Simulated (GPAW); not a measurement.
Pd in GPAW: convergence with k mesh

Pd:

```xyz
1
Lattice="0.0000 1.9721 1.9721 1.9721 0.0000 1.9721 1.9721 1.9721 0.0000" Properties=species:S:1:pos:R:3 pbc="T T T"
Pd    0.0000    0.0000    0.0000
```

The cell isn't the ideal one: volume scaled by 1.04.

- Program: GPAW 26.7.0
- Task: RPA correlation energy
- Functional: PBE
- Potentials or basis: GPAW PAW data sets (gpaw-data 1.2.1)
- Cutoff: 500 eV
- Basis: pw
- k mesh: 3 × 3 × 3
- Occupations: fermi-dirac, width 0.05 eV
- Spin: no spin polarisation

These are the settings of the first run; the series varies k mesh, with any setting tied to it.

Hardware: 1 thread of Arm Neoverse V1 (shared host).

```csv
k mesh,"energy less the tightest run, at zero smearing (meV/atom)",CPU time (s),peak memory (GiB)
3 × 3 × 3,811.62,6.7,0.18
4 × 4 × 4,-144.42,19,0.19
5 × 5 × 5,152.54,42,0.19
6 × 6 × 6,-1.13,110,0.24
7 × 7 × 7,-4.86,220,0.31
8 × 8 × 8,22.42,480,0.41
9 × 9 × 9,0.00,870,0.53
```

Not settled before the last step: the energy (to 1 meV/atom). Meshes of other sizes hit other points, so gaps and Fermi surfaces needn't settle smoothly. The tightest run that finished is the yardstick and may itself not be fully converged.

Caveat, for the tightest run too: the response cutoff is short for absolute correlation energies; RPA of a metal hangs on this mesh.
